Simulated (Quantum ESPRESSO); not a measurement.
Na: equation of state with LDA

Na:

```
Na
1.0
     3.76700    0.00000    0.00000
    -1.88350    3.26232    0.00000
     0.00000    0.00000    6.15400
Na
2
Cartesian
  1.8835 1.0874 4.6155
  0.0000 2.1749 1.5385
```

This isn't the form of Na at room conditions, which is bcc.

```json
{"Program": "Quantum ESPRESSO 7.5", "Task": "equation of state", "Functional": "LDA", "Potentials or basis": "GBRV 1.5 LDA", "Cutoff": "612 eV", "Density cutoff": "4898 eV", "k mesh": "8 × 8 × 5", "Occupations": "fermi-dirac, width 0.05 eV", "Spin": "no spin polarisation"}
```

```
Equilibrium volume                        : 33.52 Å³/atom (rough: see the caveat)
Bulk modulus at fixed shape and positions : 9.6 GPa (rough)
```

Energy against volume, from the lowest point:
| volume (Å³/atom) | energy (meV/atom) |
| --- | --- |
| 35.545 | 0.00 |
| 36.301 | 2.72 |
| 37.057 | 6.08 |
| 37.814 | 10.08 |
| 38.570 | 14.58 |
| 39.326 | 19.53 |
| 40.083 | 24.94 |

All runs of the series together: 59 s on 2 threads of Arm Neoverse V1, on a shared host.

Caveat: the minimum lies outside the volumes run; the cell was scaled at fixed shape and fractional positions, which overstates the stiffness of a crystal with free parameters, most of all of layers and chains.
